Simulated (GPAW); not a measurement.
Runs of GPAW 26.7.0 on TiO2. It takes space group P4_2/mnm (No. 136, tetragonal). Conventional cell: a = 4.600 Å, b = 4.600 Å, c = 2.959 Å, α = 90.00°, β = 90.00°, γ = 90.00°. Ti (site symmetry mmm) is surrounded by 6 O at 1.95 to 1.98 Å. O (site symmetry m2m) is surrounded by 3 Ti at 1.95 to 1.98 Å. The cell is a database's computed one.

| level | U | gap on the mesh (eV) | pressure (GPa) | largest force (eV/Å) |
| --- | --- | --- | --- | --- |
| PBE+U | Ti d U = 8 eV | 3.25 | 14.7 | 0.15 |
| PBE | - | 1.87 | 5.3 | 0.03 |
| PBE+U | Ti d U = 6 eV | 2.87 | 12.2 | (a) |
| PBE+U | Ti d U = 3 eV | 2.35 | 8.6 | 0.07 |
| PBE+U | Ti d U = 4 eV | 2.52 | 9.8 | 0.09 |
| PBE+U | Ti d U = 2 eV | (d) | 7.5 | 0.06 |
| PBE+U | Ti d U = 5 eV | (b) | 10.9 | 0.10 |
| PBE+U | Ti d U = 1 eV | 2.02 | (c) | 0.04 |

Alike in all rows: task band structure; potentials or basis GPAW PAW data sets (gpaw-data 1.2.1), pw; no spin polarisation; cell as given; k mesh 4 × 4 × 7; cutoff (eV) 800; smearing fermi-dirac 0.05 eV.

Fill in the values left out.

(a) 0.12; (b) 2.69; (c) 6.4; (d) 2.18.

